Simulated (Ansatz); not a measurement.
**HgTe (111): surface bands without and with spin-orbit coupling**

Which states of the HgTe (111) slab sit at its faces? Bands are computed with their weight on the outer planes, first scalar-relativistic and then with spin-orbit coupling at the same geometry.

Program: Ansatz 0.2.0. Level of theory: DFT PBE, scalar-relativistic, plane waves, PAW. These are calculated values, not measurements.

1 further run of the same task is left out (set aside as unsound or not needed).

**1. Starting point**

The structure is trigonal, space group P3m1 (No. 156). The conventional cell has a = 4.702 Å, b = 4.702 Å, c = 23.638 Å, α = 90.00°, β = 90.00°, γ = 120.00°. Around Hg (site symmetry 3m) lie 3 Te at 2.75 Å. Te (site symmetry 3m) is surrounded by 4 Hg at 2.75 to 3.20 Å. Around Hg (site symmetry 3m) lie 4 Te at 2.82 to 3.20 Å. Around Te (site symmetry 3m) lie 4 Hg at 2.82 to 3.15 Å. Hg (site symmetry 3m) is surrounded by 4 Te at 2.83 to 3.15 Å. Te (site symmetry 3m) is surrounded by 3 Hg at 2.83 Å.

As a file:

```
CELL_PARAMETERS angstrom
4.70197 0.00000 0.00000
-2.35099 4.07203 0.00000
0.00000 0.00000 23.63808
ATOMIC_POSITIONS crystal
Hg 0.33333 0.66667 0.32717
Te 0.66667 0.33333 0.34663
Hg 0.66667 0.33333 0.48206
Te 0.00000 0.00000 0.51482
Hg 0.00000 0.00000 0.64787
Te 0.33333 0.66667 0.68145
```

Miller indices refer to the conventional cell of the relaxed bulk, F-43m (No. 216): a = 6.650 Å, b = 6.650 Å, c = 6.650 Å, α = 90.00°, β = 90.00°, γ = 90.00°.

As cut, it was a (111) slab, 8.6 Å thick as cut, with 15 Å of vacuum; its outer planes are Te (top) and Hg (bottom); it was relaxed in an earlier run.

**2. Bands of the relaxed slab**

The cell repeats along c, and a dipole correction in the vacuum removes the field between the copies.

input.yaml reads:

```yaml
crystal:
  lattice:
    - [4.7019744918, 0.0, 0.0]
    - [-2.3509872459, 4.0720293578, 0.0]
    - [0.0, 0.0, 23.6380787163]
  atoms:
    - { symbol: Hg, position: [0.3333333333, 0.6666666667, 0.3271674835] }
    - { symbol: Te, position: [0.6666666667, 0.3333333333, 0.3466316456] }
    - { symbol: Hg, position: [0.6666666667, 0.3333333333, 0.4820623098] }
    - { symbol: Te, position: [0.0, 0.0, 0.5148204838] }
    - { symbol: Hg, position: [0.0, 0.0, 0.6478718153] }
    - { symbol: Te, position: [0.3333333333, 0.6666666667, 0.681446262] }
basis:
  ecutwfc: 420
kpoints:
  mp_grid: { grid: [9, 9, 1] }
  band_path:
    path:
      - [0.5, 0, 0]
      - [0, 0, 0]
      - [0.3333333333333, 0.3333333333333, 0]
      - [0.5, 0, 0]
    npoints: 12
hamiltonian:
  xc: pbe
scf:
  occupations: { method: gaussian, width: 0.1 }
  n_extra_bands: 18
output:
  forces: true
  eigenvalues: true
  populations: true
  fatbands: true
  write_density: true
  write_potential: true
  elf: true
  volumetric_format: npy
efield:
  axis: 3
  dipole_correction: true
  ramp_width: 0.04
```

On the command line:

```console
ansatz run input.yaml --threads 2 --pin off --max-ram 5120MiB --backend cpu --events-out ev --progress --plain --runs-dir out
```

**3. Bands with spin-orbit coupling**

Changes to input.yaml since step 2:

```diff
@@ -27,3 +27,3 @@
   occupations: { method: gaussian, width: 0.1 }
-  n_extra_bands: 18
+  n_extra_bands: 36
 output:
@@ -37,2 +37,5 @@
   volumetric_format: npy
+magnetization:
+  noncollinear: true
+  spin_orbit: true
 efield:
```

**4. The bulk with spin-orbit coupling**

input.yaml reads:

```yaml
crystal:
  lattice:
    - [4.7019744918, 0.0, 0.0]
    - [-2.3509872459, 4.0720293578, 0.0]
    - [2.3509872459, -1.3573431193, 3.8391460961]
  atoms:
    - { symbol: Hg, position: [0.0, 0.0, 0.0] }
    - { symbol: Te, position: [0.25, 0.75, 0.25] }
basis:
  ecutwfc: 420
kpoints:
  mp_grid: { grid: [9, 9, 9] }
hamiltonian:
  xc: pbe
scf:
  occupations: { method: gaussian, width: 0.1 }
output:
  forces: true
  stress: true
  eigenvalues: true
magnetization:
  noncollinear: true
  spin_orbit: true
```

(Steps that only read results are left out.)

Q: Predict the outcome of this session. Wanted: work function, top face; gap of the slab on the mesh; gap of the bulk on the mesh; surface energy.

The runs gave:

```
                                        quantity                                                 value
    work function, top face (scalar, spin-orbit)                                      5.66 eV, 5.62 eV
gap of the slab on the mesh (scalar, spin-orbit)  none (metal or semimetal), none (metal or semimetal)
gap of the bulk on the mesh (scalar, spin-orbit)  none (metal or semimetal), none (metal or semimetal)
             surface energy (scalar, spin-orbit)                                  0.29 J/m², 0.29 J/m²
```

In words: The two outermost planes of each face hold 67 % of the atoms of so thin a slab, so the shares can't tell surface states from bulk-like ones. Spin-orbit coupling changes the work function by -0.037 eV. The share is a threshold, so a state just under it isn't absent; the pictures show the weights themselves.
